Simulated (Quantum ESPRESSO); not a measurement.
## NbAs under changes of volume

One of the cells (17.395 Å³/atom); the others are scaled copies at fixed shape and fractional positions:

```
CELL_PARAMETERS angstrom
-1.72585 1.72585 5.84000
1.72585 -1.72585 5.84000
1.72585 1.72585 -5.84000
ATOMIC_POSITIONS crystal
Nb 0.50000 0.00000 0.50000
Nb 0.75000 0.75000 0.00000
As 0.91600 0.41600 0.50000
As 0.16600 0.16600 0.00000
```

```yaml
Program: Quantum ESPRESSO 7.5
Functional: PBE
Potentials_or_basis: SSSP 1.3 efficiency PBE
Cutoff: 748 eV
Density_cutoff: 5987 eV
k_mesh: 11 × 11 × 11
Occupations: fermi-dirac, width 0.05 eV
Spin: no spin polarisation
```

```csv
volume (Å³/atom),energy over the lowest point (meV/atom),pressure (GPa)
16.351,69.53,16.6
16.699,38.47,11.8
17.047,17.17,7.6
17.395,?,?
17.743,0.00,0.3
18.091,2.43,-2.8
18.438,11.23,-5.5
```

Problem. What does the run at 17.395 Å³/atom give?

Solution. Energy over the lowest point 4.65 meV/atom; pressure 3.7 GPa.

Worked out: A Birch-Murnaghan fit of order 3 (a polynomial in V^(-2/3)) to the other rows has its minimum at 17.79 Å³/atom with B0 = V·E''(V) = 164 GPa and B' = 4.4 at fixed shape and positions, which overstates the stiffness. It gives 4.64 meV/atom at 17.395 Å³/atom, against the run's 4.65, and -dE/dV = 3.9 GPa, against 3.7.

Energies are extrapolated to zero smearing.
